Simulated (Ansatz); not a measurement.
Starting cell, ZnTe (zinc blende):

```xyz
4
Lattice="0.0000 6.1791 6.1791 3.0895 0.0000 3.0895 3.0895 3.0895 0.0000" Properties=species:S:1:pos:R:3 pbc="T T T"
Te     4.6343     4.6343     4.6343
Te     4.6343     7.7239     7.7239
Zn     0.0000     0.0000     0.0000
Zn     0.0000     3.0895     3.0895
```

Scan: atom 1 (Te, nearest neighbour Zn at 2.676 Å; its periodic images, 4.4 Å or more away, move with it) is displaced along Cartesian [110], direction (0.707, 0.707, 0.000) in Cartesian axes, by s. The other atoms stay.

All values below come from PBE (plane waves to 420 eV, PAW, scalar-relativistic; Ansatz, a first-principles code). k mesh 4×8×8 (Γ-centred), Fermi-Dirac smearing 0.05 eV. Energies are smeared free energies. Spin-orbit coupling is left out, though Te is heavy. ZnTe was relaxed with its symmetry unable to fall. The zero of ΔE is the undisplaced structure.

| s (Å) | ΔE (meV/cell) |
|---|---|
| -0.270 | 188.3 |
| -0.216 | 119.1 |
| -0.162 | 66.3 |
| -0.108 | withheld |
| -0.054 | 7.3 |
| 0.000 | 0.0 |
| 0.054 | 7.3 |
| 0.108 | withheld |
| 0.162 | 66.3 |
| 0.216 | 119.1 |
| 0.270 | 188.3 |

Question: Fit an even polynomial form (powers 2, 4) to the given rows and predict ΔE at s = 0.108.

Answer: Least squares on the 9 given rows: ΔE = (2497)·s² + (1188)·s⁴, in meV/cell with s in Å; root-mean-square residual 0.03 meV/cell. At 0.108 the fit gives 29.3 meV/cell; the calculation gives 29.3 meV/cell, the same to the digits shown. The quadratic term alone would give 29.1 meV/cell.

(For displaced atoms, the force is minus the slope of the energy, and its curvature is a force constant, which sets phonon frequencies.)
